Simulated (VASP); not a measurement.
Wanted: the native input for a VASP 6.6.1 run.

```
Task                   : single point
Functional             : PBE
Potentials or basis    : VASP PAW PBE potentials, release 64 (Sn)
Cutoff                 : 500 eV
k mesh                 : 9 × 9 × 9
Occupations            : gaussian, width 0.05 eV
Spin                   : no spin polarisation
Further INCAR settings : ALGO = Normal; EDIFF = 1e-07
```

The structure of Sn lies in POSCAR:

```
Sn
1.0
   -2.9401404553      2.9401404553      1.5993019889
    2.9401404553     -2.9401404553      1.5993019889
    2.9401404553      2.9401404553     -1.5993019889
Sn
2
Cartesian
    0.0000000000      0.0000000000      0.0000000000
    0.0000000000      2.9401404553      0.7996509944
```

These files were run (other wordings do the same):

INCAR

```
SYSTEM = Sn
  PREC = Accurate
  ENCUT = 500
  EDIFF = 1E-7
  ISMEAR = 0
  SIGMA = 0.05
  LREAL = .False.
  LASPH = .True.
  NELM = 60
  ALGO = Normal
  ISIF = 2
  LWAVE = .False.
  LCHARG = .False.
  GGA = PE
```

KPOINTS

```
Automatic mesh
0
Gamma
  9 9 9
  0 0 0
```

Potentials or basis: VASP PAW PBE potentials, release 64 (Sn).

Run with:

```console
$ cat potpaw_PBE.64/Sn/POTCAR > POTCAR
$ mpirun -np 1 vasp_std > vasp.out
```

It gave:

| Quantity | Value |
| --- | --- |
| Pressure | 1.4 GPa |
| Band gap on the k mesh | none (metal or under the smearing width) |

Run time: 15 s on 1 thread of AMD EPYC 9R45 (Zen 5), with other jobs on the host, peak memory 0.16 GiB.
